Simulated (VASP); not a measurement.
Input:

```
InN
1.0
    0.00000     2.49669     2.49669
    2.49669     0.00000     2.49669
    2.49669     2.49669     0.00000
In N
1 1
Direct
  0.00000   0.00000   0.00000
  0.25000   0.25000   0.25000
```

Method: SCAN meta-GGA, VASP's PBE PAW potentials (set 64) (plane waves; VASP 6.6.1). Run with 520 eV cut-off, 14×14×14 Γ-centred mesh, tetrahedra with Blöchl corrections, potentials In_d N.

Problem. Give the energies of bands 7 to 10 at the high-symmetry points, in eV from the Fermi level.

Solution. 
```
band      Γ      X      U      L      W
----  -----  -----  -----  -----  -----
7     -0.19  -5.10  -5.00  -5.92  -4.88
8      0.00  -2.36  -3.46  -0.88  -3.08
9      0.00  -2.36  -1.89  -0.88  -2.92
10     0.00   3.23   4.68   3.47   5.64
```

It has no gap at this level: it comes out as a metal or semimetal.

The compound is InN in the zinc blende structure, a metastable form; wurtzite is the usual one. It was relaxed first.
